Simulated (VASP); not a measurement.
PtSe2 (Sudovikovite):

```xyz
3
Lattice="3.7240 0.0000 0.0000 -1.8620 3.2251 0.0000 0.0000 0.0000 5.0620" Properties=species:S:1:pos:R:3 pbc="T T T"
Pt    0.0000    0.0000    0.0000
Se    1.8620    1.0750    3.7965
Se    0.0000    2.1501    1.2655
```

```yaml
Program: VASP 6.6.1
Task: single point
Functional: PBE
Potentials_or_basis: VASP PAW PBE potentials, release 64 (Pt, Se)
Cutoff: 520 eV
k_mesh: 8 × 8 × 5
Occupations: fermi-dirac, width 0.05 eV
Spin: no spin polarisation
```

On this cell: pressure 7.3 GPa; largest force 0.599 eV/Å; band gap on the k mesh none (metal or under the smearing width).

The same run follows on a disturbed copy (atoms moved at random, drawn with an rms of 0.05 Å):

```
CELL_PARAMETERS angstrom
3.72400 0.00000 0.00000
-1.86200 3.22508 0.00000
0.00000 0.00000 5.06200
ATOMIC_POSITIONS crystal
Pt 0.01133 0.02263 0.00660
Se 0.65034 0.33135 0.74000
Se 0.33238 0.65513 0.24631
```

Task: What does the disturbed cell give?

Result: The energy (extrapolated to zero smearing) moves by +38.8 meV/atom; pressure 7.2 GPa; largest force 2.033 eV/Å; band gap on the k mesh none (metal or under the smearing width).

Forces on the atoms (eV/Å):
```
Pt  -0.312 -1.641 -1.159
Se   0.466  0.514  0.031
Se  -0.155  1.128  1.128
```

Stress tensor (GPa, compression positive):
```
 6.82  0.99 -1.89
 0.99  9.26  1.75
-1.89  1.75  5.56
```
